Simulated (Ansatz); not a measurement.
**Ionic part of the dielectric constant of BN at 11 GPa, mode by mode**

Method: DFT PBE, scalar-relativistic, plane waves, PAW in Ansatz. Settings: 420 eV plane-wave cutoff, Γ-centred 12×12×6 mesh, fixed occupations. No spin polarisation. Phonons by linear response, acoustic sum rule imposed.

Symmetry: P6_3mc, No. 186, hexagonal system. Conventional cell: a = 2.531 Å, b = 2.531 Å, c = 4.186 Å, α = 90.00°, β = 90.00°, γ = 120.00°. Around B (site symmetry 3m) lie 4 N at 1.55 to 1.57 Å. Around N (site symmetry 3m) lie 4 B at 1.55 to 1.57 Å.

The primitive cell has V = 23.21 Å³ and ε∞,xx = 4.543. Each polar mode adds Δε = (4.92064×10⁷/V)·S/ν² along x, with S its oscillator strength in e²/amu, ν in cm⁻¹ and V in Å³.

Question: From these modes, find each Δε and ε0,xx.
```
ν (cm⁻¹) S_xx (e²/amu)
  1075.6          1.106
```

Answer:
```json
{"ν (cm⁻¹)": "1075.6", "Δε": "2.03"}
```

The sum is 2.027, so ε0,xx = 6.57; the run's tensor has 6.57.

Question: Where do the longitudinal modes lie for a wave vector along x?

Answer: At 1294 cm⁻¹. The Lyddane–Sachs–Teller product Π(ν_LO/ν_TO)² = 1.45 matches ε0/ε∞ = 1.45.

This wurtzite form isn't the usual stable structure of the compound at low pressure.

Cost: 1 run of about 0.99 core-minutes, on AMD EPYC 7R43 (Zen 3) (shared hosts).